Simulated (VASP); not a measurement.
**BeTe in VASP: one cell, several levels of theory**

Aim: gap, levels, forces and stress of BeTe in the zincblende structure, under +3.0 % biaxial strain in x and y, free along z at fixed geometry. Runs: PBE, r2SCAN. The results are then set beside those of Ansatz 0.2.0 for the same cell.

Program: VASP 6.6.1. PAW datasets, plane waves. Computed at 0 K without zero-point motion; spin polarisation is off.

### 1 The system as given

The cell comes from an earlier relaxation with r2SCAN in another program, then strained, with the atoms relaxed again.

The symmetry is I-4m2 (No. 119, tetragonal); conventional cell a = 4.120 Å, c = 5.525 Å, 23.45 Å³ an atom. Around Be lie 4 Te at 2.48 Å; around Te lie 4 Be at 2.48 Å.

Structure file:

```cif
data_structure
_symmetry_space_group_name_H-M 'I-4m2'
_symmetry_Int_Tables_number 119
_cell_length_a 4.1203
_cell_length_b 4.1203
_cell_length_c 5.5247
_cell_angle_alpha 90.000
_cell_angle_beta 90.000
_cell_angle_gamma 90.000
_cell_volume 93.79
loop_
_atom_site_label
_atom_site_type_symbol
_atom_site_symmetry_multiplicity
_atom_site_Wyckoff_symbol
_atom_site_fract_x
_atom_site_fract_y
_atom_site_fract_z
_atom_site_occupancy
Be1 Be 2 a 0.00000 0.00000 0.00000 1
Te1 Te 2 c 0.00000 0.50000 0.25000 1
```

### 2 PBE at this geometry

Input file INCAR:

```
ENCUT = 520.000000
SIGMA = 0.020000
EDIFF = 1.00e-07
GGA = PE
PREC = Accurate
IBRION = -1
ISIF = 2
ISMEAR = -1
NBANDS = 11
NELM = 120
NSW = 0
LASPH = .TRUE.
LCHARG = .FALSE.
LWAVE = .FALSE.
LREAL = .FALSE.
```

Input file KPOINTS:

```
KPOINTS created by Atomic Simulation Environment
0
Gamma
8 8 8
0 0 0
```

Input file KPOINTS_OPT:

```
special points
6
Reciprocal
0.0000000000 0.0000000000 0.0000000000 1
-0.5000000000 -0.5000000000 0.0000000000 1
-0.3750000000 -0.3750000000 0.2500000000 1
-0.3750000000 0.0000000000 0.3750000000 1
0.0000000000 0.0000000000 0.5000000000 1
-0.5000000000 -0.2500000000 0.2500000000 1
```

Input file POSCAR:

```
Be Te
 1.0000000000000000
     0.0000000000000000    2.9134823310000000    2.7623335121000001
     2.9134823310000000    0.0000000000000000    2.7623335121000001
     2.9134823310000000    2.9134823310000000    0.0000000000000000
 Be  Te
   1   1
Cartesian
  0.0000000000000000  0.0000000000000000  0.0000000000000000
  1.4567411655000002  1.4567411655000002  1.3811667560500001
```

Potentials: the recommended PBE PAW datasets, 8 valence electrons in the neutral cell.

Command:

```
> mpirun -np 1 vasp_std
```

### 3 r2SCAN at this geometry

Input file INCAR:

```
ENCUT = 520.000000
SIGMA = 0.010000
EDIFF = 1.00e-07
ALGO = Normal
METAGGA = R2SCAN
PREC = Accurate
IBRION = -1
ISIF = 2
ISMEAR = 0
NBANDS = 11
NELM = 120
NSW = 0
LASPH = .TRUE.
LCHARG = .FALSE.
LWAVE = .FALSE.
LREAL = .FALSE.
```

KPOINTS is that of step 2.

KPOINTS_OPT is that of step 2.

POSCAR is that of step 2.

Before running it: what results should come out? Wanted: for each run, gap; pressure; Ansatz: gap; Ansatz: pressure.

As calculated:

```
 level  gap (eV)  pressure (GPa)  Ansatz: gap (eV)  Ansatz: pressure (GPa)
   PBE      1.71           -1.59              1.73                   -1.70
r2SCAN      2.06           -1.84              2.06                   -1.97
```

The gap runs from 1.71 eV (PBE) to 2.06 eV (r2SCAN). Spin-orbit coupling is left out, though the cell holds Te (Z = 52); in an element this heavy it can shift bands and gaps by tenths of an eV. The two programs agree on the gap within 0.02 eV, far less than the spread between functionals. Datasets and cutoffs are each program's own. VASP's cell holds 8 valence electrons and Ansatz's 18.
